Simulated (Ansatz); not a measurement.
A run of Ansatz 0.2.0:

input.yaml

```yaml
crystal:
  lattice:
    - [4.271, 0.0, 0.0]
    - [0.0, 4.271, 0.0]
    - [0.0, 0.0, 4.271]
  atoms:
    - { symbol: V, position: [0.0, 0.0, 0.0] }
    - { symbol: V, position: [0.0, 0.5, 0.5] }
    - { symbol: V, position: [0.5, 0.0, 0.5] }
    - { symbol: V, position: [0.5, 0.5, 0.0] }
    - { symbol: H, position: [0.25, 0.25, 0.75] }
    - { symbol: H, position: [0.75, 0.75, 0.25] }
    - { symbol: H, position: [0.75, 0.25, 0.75] }
    - { symbol: H, position: [0.25, 0.75, 0.25] }
    - { symbol: H, position: [0.75, 0.75, 0.75] }
    - { symbol: H, position: [0.25, 0.25, 0.25] }
    - { symbol: H, position: [0.25, 0.75, 0.75] }
    - { symbol: H, position: [0.75, 0.25, 0.25] }
hamiltonian:
  xc: pbesol
  pseudopotentials: { kind: paw }
magnetization:
  spin_polarized: true
kpoints:
  mp_grid: { grid: [6, 6, 6] }
scf:
  occupations: { method: gaussian, width: 0.05 }
output:
  forces: true
  stress: true
  eigenvalues: true
  write_density: true
  write_potential: true
  elf: true
  volumetric_format: npy
```

Potentials or basis: Ansatz PAW.

Launch:

```console
$ ansatz run input.yaml --threads 4 --pin off --max-ram 11264MiB --backend cpu --events-out ev --progress --plain --runs-dir out
```

Hardware: 4 threads of Intel(R) Xeon(R) Platinum 8488C (Sapphire Rapids), on a shared host.

Estimate the wall time of this run.

Run time: 5.3 s on 4 threads of Intel(R) Xeon(R) Platinum 8488C (Sapphire Rapids), with other jobs on the host, peak memory 0.54 GiB. Counts: scf iterations 16, plane waves 1503, k points 20, bands 48.
